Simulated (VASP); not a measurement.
The system is EuS.

```
CELL_PARAMETERS angstrom
0.00000 2.97850 2.97850
2.97850 0.00000 2.97850
2.97850 2.97850 0.00000
ATOMIC_POSITIONS crystal
Eu 0.50000 0.50000 0.50000
S 0.00000 0.00000 0.00000
```

The cell was built by a generator and isn't the measured one.

Base run:

* Program: VASP 6.6.1
* Functional: r2SCAN
* Potentials or basis: VASP PAW PBE potentials, release 64 (Eu, S)
* Cutoff: 520 eV
* k mesh: 6 × 6 × 6
* Occupations: gaussian, width 0.05 eV
* Spin: collinear spin, typed start
* Starting moments: [7.0, 0.0] μB
* Hubbard terms: Eu f U = 3.0 eV

Its results: band gap on the k mesh none (metal or under the smearing width); pressure -0.6 GPa.

**Question.** The run is repeated on the same cell with these changes: spin from collinear spin, typed start to no spin polarisation; further incar settings from ALGO = Normal; EDIFF = 1e-07; NBANDS = 22 to ALGO = Normal; EDIFF = 1e-06; NBANDS = 18. What comes out?

**Answer.** Band gap on the k mesh none (metal or under the smearing width); pressure -10.0 GPa.

Caveats: the PAW data sets were made with another functional, which shifts forces and pressure a little; spin-orbit coupling is left out, which moves the levels of the heavy elements (some runs); a cell with one magnetic atom can't hold antiferromagnetic order, which such compounds often take (some runs); U without spin polarisation on a metal has little footing (some runs).
